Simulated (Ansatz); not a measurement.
# TiSe2: the cost of one run

Method: DFT LDA+D3(BJ), scalar-relativistic, plane waves, PAW, in Ansatz 0.2.0.

A COD entry behind a cell of this session may itself be a prediction, so a difference from it is no test against experiment.

16 further runs of the same task are left out: 16 set aside as unsound or not needed.

### Step 1. The system as given

It takes space group P-3m1 (No. 164, trigonal). Conventional cell: a = 3.373 Å, b = 3.373 Å, c = 5.601 Å, α = 90.00°, β = 90.00°, γ = 120.00°. Ti (site symmetry -3m) has 6 Se at 2.49 Å as nearest neighbours. Around Se (site symmetry 3m) lie 3 Ti at 2.49 Å.

Coordinates:

```cif
data_structure
_symmetry_space_group_name_H-M 'P-3m1'
_symmetry_Int_Tables_number 164
_cell_length_a 3.3733
_cell_length_b 3.3733
_cell_length_c 5.6009
_cell_angle_alpha 90.000
_cell_angle_beta 90.000
_cell_angle_gamma 120.000
_cell_volume 55.20
loop_
_atom_site_label
_atom_site_type_symbol
_atom_site_symmetry_multiplicity
_atom_site_Wyckoff_symbol
_atom_site_fract_x
_atom_site_fract_y
_atom_site_fract_z
_atom_site_occupancy
Ti1 Ti 1 a 0.00000 0.00000 0.00000 1
Se1 Se 2 d 0.33333 0.66667 0.27621 1
```

It is the result of an earlier relaxation at this level (volume 18.40 Å³/atom; gap on the mesh: none (metal)).

### Step 2. What is varied

The energy is mapped over the lattice constants a and c of the conventional cell.

The axes are (1) lattice constant a (and b): 7 values from 3.272 to 3.474 Å; (2) lattice constant c: 7 values from 4.39 to 6.81 Å.

Nothing else is relaxed (fractional coordinates fixed). Energies count from the relaxed crystal. Points are written as (first, second).

### Step 3. Point (3.474 Å, 4.39 Å)

input.yaml reads:

```yaml
crystal:
  lattice:
    - [3.4745, 0.0, 0.0]
    - [-1.73725, 3.0090052654, 0.0]
    - [0.0, 0.0, 4.3911]
  atoms:
    - { symbol: Ti, position: [0.0, 0.0, 0.0] }
    - { symbol: Se, position: [0.3333333333, 0.6666666667, 0.2762066462] }
    - { symbol: Se, position: [0.6666666667, 0.3333333333, 0.7237933538] }
basis:
  ecutwfc: 520.0
kpoints:
  mp_grid: { grid: [15, 15, 8] }
hamiltonian:
  xc: lda
  pseudopotentials: { kind: paw }
  dispersion: d3bj
scf:
  occupations: { method: gaussian, width: 0.15 }
output:
  forces: true
  stress: true
  eigenvalues: true
```

Command:

```console
$ ansatz run input.yaml --threads 2 --pin off --max-ram 4096MiB --backend cpu --events-out ev --progress --plain --runs-dir out
```

Q: Estimate wall time and peak memory on 2 threads of Arm Neoverse N1, shared host.

About 14 s, with a peak of 0.51 GiB.
